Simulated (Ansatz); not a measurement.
Input of an Ansatz 0.2.0 run:

Contents of input.yaml:

```yaml
crystal:
  lattice:
    - [0.0, -2.83705, -2.8458]
    - [-3.9841, 2.83705, -2.8458]
    - [3.9841, 2.83705, -2.8458]
  atoms:
    - { symbol: Ba, position: [0.01482756, 0.52342182, 0.49594891] }
    - { symbol: Ba, position: [0.98517244, 0.97657818, 0.00405109] }
    - { symbol: Ti, position: [0.46948775, 0.00347915, 0.49812544] }
    - { symbol: Ti, position: [0.51471225, 0.48862085, 0.99397456] }
    - { symbol: O, position: [0.48612904, 0.25418846, 0.28051967] }
    - { symbol: O, position: [0.52967096, 0.75371154, 0.72738033] }
    - { symbol: O, position: [0.43502196, 0.81668038, 0.27996181] }
    - { symbol: O, position: [0.55995804, 0.18960962, 0.72632819] }
    - { symbol: O, position: [0.02114428, 0.00157456, 0.50510004] }
    - { symbol: O, position: [0.99143572, 0.49591544, 0.99238996] }
hamiltonian:
  xc: pbe
  pseudopotentials: { kind: paw }
kpoints:
  mp_grid: { grid: [9, 7, 7] }
scf:
  occupations: { method: fermi_dirac, width: 0.05 }
output:
  forces: true
  stress: true
  eigenvalues: true
  write_density: true
  write_potential: true
  elf: true
  volumetric_format: npy
```

Potentials or basis: Ansatz PAW.

The run is started by

```bash
$ ansatz run input.yaml --threads 4 --pin off --max-ram 11264MiB --backend cpu --events-out ev --progress --plain --runs-dir out
```

(1) What does it give for the largest force?

(2) What does it give for the pressure?

(3) Estimate the band gap on the k mesh.

Answers

(1) 11.635 eV/Å.

(2) 17.5 GPa.

(3) 0.58 eV, indirect (least direct gap 0.73 eV).

Caveat: odd divisions of the mesh miss points on the zone boundary, where band edges often lie, so the gap on the mesh can be too wide; so large a pressure means that the cell lies far from this level's equilibrium, or that cutoff or potentials fall short; the pressure holds a Pulay correction of +0.5 GPa for the finite cutoff; spin-orbit coupling is left out, which moves the levels of the heavy elements; forces of over 1 eV/Å show positions far from the minimum, so gaps and moduli don't describe the material at rest.
